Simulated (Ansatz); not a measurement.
Molecular dynamics on a 2×2×2 supercell (24 atoms) of SrCl2 (fluorite), relaxed with r2SCAN. Forces come from PBEsol in Ansatz: a Nosé-Hoover thermostat at fixed volume, 600 K, steps of 2 fs. Computed, non-magnetic; the trajectory is short and the cell small, so nothing here is a converged average.

```yaml
crystal:
  lattice:
    - [0.0, 6.9954361705, 6.9954361705]
    - [6.9954361705, 0.0, 6.9954361705]
    - [6.9954361705, 6.9954361705, 0.0]
  atoms:
    - { symbol: Sr, position: [0.0, 0.0, 0.0] }
    - { symbol: Cl, position: [0.125, 0.125, 0.125] }
    - { symbol: Cl, position: [0.375, 0.375, 0.375] }
    - { symbol: Sr, position: [0.0, 0.0, 0.5] }
    - { symbol: Cl, position: [0.125, 0.125, 0.625] }
    - { symbol: Cl, position: [0.375, 0.375, 0.875] }
    - { symbol: Sr, position: [0.0, 0.5, 0.0] }
    - { symbol: Cl, position: [0.125, 0.625, 0.125] }
    - { symbol: Cl, position: [0.375, 0.875, 0.375] }
    - { symbol: Sr, position: [0.0, 0.5, 0.5] }
    - { symbol: Cl, position: [0.125, 0.625, 0.625] }
    - { symbol: Cl, position: [0.375, 0.875, 0.875] }
    - { symbol: Sr, position: [0.5, 0.0, 0.0] }
    - { symbol: Cl, position: [0.625, 0.125, 0.125] }
    - { symbol: Cl, position: [0.875, 0.375, 0.375] }
    - { symbol: Sr, position: [0.5, 0.0, 0.5] }
    - { symbol: Cl, position: [0.625, 0.125, 0.625] }
    - { symbol: Cl, position: [0.875, 0.375, 0.875] }
    - { symbol: Sr, position: [0.5, 0.5, 0.0] }
    - { symbol: Cl, position: [0.625, 0.625, 0.125] }
    - { symbol: Cl, position: [0.875, 0.875, 0.375] }
    - { symbol: Sr, position: [0.5, 0.5, 0.5] }
    - { symbol: Cl, position: [0.625, 0.625, 0.625] }
    - { symbol: Cl, position: [0.875, 0.875, 0.875] }
kpoints:
  mp_grid: { grid: [2, 2, 2] }
hamiltonian:
  xc: pbesol
scf:
  occupations: { method: fermi_dirac, width: 0.052 }
md:
  ensemble: nvt_nose_hoover
  temperature: 600
  timestep: 2.0
  n_steps: 20
  initial_velocities: maxwell_boltzmann
  seed: 2830
```

Command: `ansatz run input.yaml --threads 4 --pin off --max-ram 3686MiB --backend cpu --events-out ev --progress --plain --runs-dir out`.

Question: What wall time did it need on 4 threads of Arm Neoverse N1, with other jobs on the host, load about 0.7 per core, and how much host memory at the peak?

Answer: About 4.1 min, with a peak of 2.4 GiB.

```tsv
step	t (fs)	T (K)	free energy F from step 0 (meV/atom)	kinetic energy (meV/atom)	largest force (eV/Å)
0	0	600	0.0	74.3	0.00
1	2	599	0.2	74.2	0.07
2	4	594	0.7	73.6	0.13
3	6	588	1.5	72.8	0.19
4	8	578	2.7	71.6	0.26
5	10	566	4.2	70.1	0.32
6	12	552	6.0	68.4	0.38
7	14	536	8.0	66.3	0.44
8	16	517	10.3	64.1	0.50
9	18	497	12.8	61.6	0.56
10	20	476	15.4	59.0	0.61
11	22	454	18.3	56.2	0.67
12	24	431	21.2	53.3	0.72
13	26	407	24.2	50.4	0.77
14	28	383	27.2	47.4	0.82
15	30	359	30.2	44.5	0.86
16	32	336	33.2	41.6	0.90
17	34	313	36.1	38.8	0.94
18	36	292	38.9	36.1	0.97
19	38	271	41.5	33.6	0.99
20	40	252	44.0	31.2	1.01
```

The temperature goes from 600 K to 252 K in 40 fs. The thermostat hasn't had time to restore it. The atoms start on their lattice sites with kinetic energy alone, so much of it first passes into potential energy. By the last step the atoms have moved 0.19 Å in the root mean square, the drift of the whole cell taken out, 0.36 Å at most.

Positions (Å) and forces (eV/Å) at step 20:
```
Sr   0.131   0.079  -0.115    -0.296  -0.023   0.106
Cl   1.689   1.593   1.835     0.010   0.340  -0.095
Cl   5.040   5.310   5.157     0.477  -0.266   0.267
Sr   3.476   3.521   0.142    -0.074  -0.261  -0.430
Cl   5.310   5.109   1.688    -0.080   0.621   0.184
Cl   8.809   8.945   5.381    -0.354  -0.495  -0.383
Sr   3.694  -0.033   3.541    -0.344   0.184   0.131
Cl   5.192   1.782   5.326     0.288   0.037  -0.041
Cl   8.433   5.126   8.647     0.767   0.034   0.087
Sr   7.006   3.529   3.486    -0.071   0.018  -0.181
Cl   8.891   5.211   5.246    -0.433   0.180  -0.010
Cl  12.043   8.992   8.813     0.631  -0.761   0.219
Sr  -0.017   3.519   3.512    -0.234  -0.297   0.449
Cl   1.576   5.290   5.267     0.422   0.028  -0.256
Cl   5.189   8.817   8.723     0.222  -0.334   0.243
Sr   3.534   6.926   3.343    -0.251   0.303   0.177
Cl   5.138   8.736   5.336     0.150  -0.096  -0.180
Cl   8.911  12.289   8.779    -0.464  -0.121   0.015
Sr   3.462   3.499   7.116    -0.180   0.304  -0.289
Cl   5.213   5.211   8.913     0.166   0.317  -0.408
Cl   8.664   8.774  11.893     0.212  -0.251   0.853
Sr   7.027   6.893   6.875    -0.222   0.495   0.014
Cl   8.786   8.637   8.734    -0.406  -0.039  -0.327
Cl  12.222  12.224  12.388     0.065   0.083  -0.143
```
